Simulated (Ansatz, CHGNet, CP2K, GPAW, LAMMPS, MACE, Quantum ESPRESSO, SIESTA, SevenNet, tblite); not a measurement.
# Which run comes nearest? Liquid Al2O3 at 2500 K (95 atoms)

Density of this cell: 2.81 g/cm³. The cell holds 95 atoms: 38 Al and 57 O. Cell: a = 10.461 Å, b = 10.461 Å, c = 10.461 Å, α = 90.0°, β = 90.0°, γ = 90.0°. 95 atoms (38 Al, 57 O) placed at random at 2.81 g/cm³, melted at 4500 K for 20 ps at fixed volume with the Morse and Coulomb pair potential with partial charges (Pedone, Malavasi, Menziani, Cormack and Segre, J. Phys. Chem. B 110, 11780 (2006)). Snapshot at the end of a hold of 20 ps at 2500 K and fixed volume.

Geometry: as built.

The reference, a calculation:

- method: Kohn-Sham DFT, PBE, PAW, plane waves (Ansatz 0.2.0); cutoff 420 eV, Γ point, fermi-dirac smearing of 0.05 eV; PAW set soft_2
- r.m.s. force component: 2.712 eV/Å
- longest force: 13.66 eV/Å
- pressure: 4.095 GPa
- gap (highest filled to lowest empty level): 1.409 eV
- SCF cycles: 10
- time: 14 s on 4 threads of Arm Neoverse V2, shared host
- CPU time: 51 s

Runs, in no order:
A. CP2K PBE, SZV-MOLOPT-SR, 600/50 Ry, OT DIIS: Kohn-Sham DFT, PBE, GTH-PBE pseudopotentials, Gaussian and plane waves, SZV-MOLOPT-SR-GTH, orbital transformation
B. SevenNet 0 potential: machine-learned interatomic potential SevenNet 0, trained on PBE(+U) plane-wave data
C. CP2K PBE, DZVP-MOLOPT-SR, 600/50 Ry, OT DIIS: Kohn-Sham DFT, PBE, GTH-PBE pseudopotentials, Gaussian and plane waves, DZVP-MOLOPT-SR-GTH, orbital transformation
D. GPAW PBE, LCAO szp(dzp), h 0.18 Å: Kohn-Sham DFT, PBE, PAW, atomic orbitals (szp(dzp))

Q: Order them from the smallest to the largest r.m.s. force difference.

C, B, D, A.

```tsv
run	Δ force, r.m.s. (meV/Å)	share of r.m.s. force (%)	CPU time
C. CP2K PBE, DZVP-MOLOPT-SR, 600/50 Ry, OT DIIS	94.8	3.50	9.7 min
B. SevenNet 0 potential	160	5.92	6.9 s
D. GPAW PBE, LCAO szp(dzp), h 0.18 Å	363	13.4	3.8 min
A. CP2K PBE, SZV-MOLOPT-SR, 600/50 Ry, OT DIIS	674	24.9	5.4 min
```

Machine-learned potentials mimic data converged in k, so the reference's own k-point error enters their differences. The network of bonds at the start is that of the classical potential that made the cell, and needn't be the one that DFT or experiment would give. The electronic-structure runs sample only Γ, in a cell whose shortest periodic width is 10 Å.

[Logs are printed without paths, hosts, clocks, repeated set-up lines and the standing remarks that a program may print on its own settings, such as how far it seeks lower states.]

[Hosts, paths, dates, database ids (printed as entryN), source tags and the programs' standing remarks are cut or masked in the printed files.]
